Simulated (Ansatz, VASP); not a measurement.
**Two plane-wave programs on MgO**

File INCAR:

```
SYSTEM = MgO
PREC = Accurate ; ENCUT = 520
EDIFF = 1E-6 ; ISMEAR = 0
SIGMA = 0.02 ; LREAL = .FALSE.
LASPH = .TRUE. ; NELM = 80
ALGO = Normal ; ISIF = 2
LWAVE = .FALSE. ; LCHARG = .FALSE.
GGA = PE ; NBANDS = 11
```

KPOINTS

```
regular mesh
0
G
  10 10 10
  0 0 0
```

Contents of POSCAR:

```
MgO
1.0
    2.6329533867      0.0000000000      0.0000000000
    0.0000000000      2.6329533867      0.0000000000
    0.0000000000      0.0000000000      2.6329533867
Mg O
1 1
Direct
    0.0000000000      0.0000000000      0.0000000000
    0.5000000000      0.5000000000      0.5000000000
```

Input for Ansatz:

```yaml
crystal:
  lattice:
    - [2.6329533867, 0.0, 0.0]
    - [0.0, 2.6329533867, 0.0]
    - [0.0, 0.0, 2.6329533867]
  atoms:
    - { symbol: Mg, position: [0.0, 0.0, 0.0] }
    - { symbol: O, position: [0.5, 0.5, 0.5] }
basis:
  ecutwfc: 420
kpoints:
  mp_grid: { grid: [10, 10, 10] }
hamiltonian:
  xc: pbe
scf:
  occupations: { method: gaussian, width: 0.02 }
output:
  forces: true
  stress: true
  eigenvalues: true
```

Alike in both runs: task single point; functional PBE; k mesh 10 × 10 × 10; occupations gaussian, width 0.02 eV; no spin polarisation.

```csv
,VASP,Ansatz
version,VASP 6.6.1,Ansatz 0.2.0
potentials or method,"VASP PAW PBE potentials, release 64 (Mg, O)","scalar-relativistic, plane waves, PAW"
plane-wave cutoff (eV),520,420
valence electrons in the cell,8,16
```

|  | VASP | Ansatz | Ansatz less VASP |
| --- | --- | --- | --- |
| gap on the k mesh at the Fermi level (eV) | 2.52 | 2.54 | +0.020 |
| least direct gap on the mesh (eV) | 3.53 | 3.54 | +0.016 |
| pressure (GPa) | 3.7 | 4.5 | +0.74 |

The two sets of potentials don't hold the same shells in valence.

A k mesh can miss the band edges.
